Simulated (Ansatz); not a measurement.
# diamond against fcc along the lanthanides

Theory: DFT, LDA (PW92), plane waves (420 eV) with PAW, scalar-relativistic (Ansatz 0.2.0). The PAW files were generated under PBE, with cores re-solved for the functional.

Each structure is relaxed within its symmetry, in the lowest magnetic state of the tried starts. Differences under about 8 meV lie within the error of the k-point mesh.

Semilocal functionals delocalise ytterbium's f shell and shrink the cell.

| element | E(diamond) − E(fcc) (meV/atom) | V(diamond) (Å³/atom) | V(fcc) (Å³/atom) | state of diamond | state of fcc |
| --- | --- | --- | --- | --- | --- |
| La | 883 | 34.60 | 31.98 | spin not included | spin not included |
| Yb | 1418 | 65.66 | 29.62 | spin not included | non-magnetic |
| Lu | 2110 | 40.96 | 25.62 | spin not included | spin not included |
